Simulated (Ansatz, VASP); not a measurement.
# Bi2Te3 (Tellurobismuthite): VASP beside Ansatz

INCAR

```
SYSTEM = Bi2Te3
ALGO = Normal ; EDIFF = 1E-7
ENCUT = 520 ; GGA = PS
ISIF = 2 ; ISMEAR = -1
KPAR = 2 ; LASPH = .True.
LCHARG = .False. ; LREAL = .False.
LWAVE = .False. ; NBANDS = 32
NELM = 60 ; PREC = Accurate
SIGMA = 0.05
```

KPOINTS

```
k-points
0
Gamma
  7 7 7
  0 0 0
```

File POSCAR:

```
Bi2Te3
1.0
    2.1930000000      1.2661291403     10.1656666667
   -2.1930000000      1.2661291403     10.1656666667
    0.0000000000     -2.5322582807     10.1656666667
Bi Te
2 3
Direct
    0.6000000000      0.6000000000      0.6000000000
    0.4000000000      0.4000000000      0.4000000000
    0.7905000000      0.7905000000      0.7905000000
    0.2095000000      0.2095000000      0.2095000000
    0.0000000000      0.0000000000      0.0000000000
```

File input.yaml:

```yaml
crystal:
  lattice:
    - [2.193, 1.2661291403, 10.1656666667]
    - [-2.193, 1.2661291403, 10.1656666667]
    - [0.0, -2.5322582807, 10.1656666667]
  atoms:
    - { symbol: Bi, position: [0.6, 0.6, 0.6] }
    - { symbol: Bi, position: [0.4, 0.4, 0.4] }
    - { symbol: Te, position: [0.7905, 0.7905, 0.7905] }
    - { symbol: Te, position: [0.2095, 0.2095, 0.2095] }
    - { symbol: Te, position: [0.0, 0.0, 0.0] }
hamiltonian:
  xc: pbesol
  pseudopotentials: { kind: paw }
kpoints:
  mp_grid: { grid: [7, 7, 7] }
scf:
  occupations: { method: fermi_dirac, width: 0.05 }
output:
  forces: true
  stress: true
  eigenvalues: true
  write_density: true
  write_potential: true
  elf: true
  volumetric_format: npy
```

Alike in both runs: task single point; functional PBEsol; k mesh 7 × 7 × 7; occupations fermi-dirac, width 0.05 eV; no spin polarisation.

```csv
,VASP,Ansatz
version,VASP 6.6.1,Ansatz 0.2.0
potentials or method,"VASP PAW PBE potentials, release 64 (Bi_d, Te)",Ansatz PAW
plane-wave cutoff (eV),520,420
valence electrons in the cell,48,78
```

VASP gave:

| Quantity | Value |
| --- | --- |
| gap on the k mesh at the Fermi level (eV) | 0.23 |
| least direct gap on the mesh (eV) | 0.23 |
| pressure (GPa) | -0.6 |
| largest component of the traceless stress (GPa) | 0.20 |
| rms of the force components (eV/Å) | 0.037 |

Q: Estimate Ansatz's values.

A: gap on the k mesh at the Fermi level (eV): 0.24; least direct gap on the mesh (eV): 0.24; pressure (GPa): -0.6; largest component of the traceless stress (GPa): 0.20; rms of the force components (eV/Å): 0.045.

Atom by atom the forces differ by 0.008 eV/Å (rms over components). The two sets of potentials don't hold the same shells in valence.

Caveats: spin-orbit coupling is left out, which as a rule narrows the gap of such compounds by several tenths of an eV; the PAW data sets were made with another functional, which shifts forces and pressure a little (VASP); an odd mesh through Γ misses points on the zone boundary, where band edges often lie (VASP); odd divisions of the mesh miss points on the zone boundary, where band edges often lie, so the gap on the mesh can be too wide (Ansatz); the PAW data sets come from PBE, with cores solved anew for the run's functional, which leaves a small shift of forces and pressure (Ansatz).
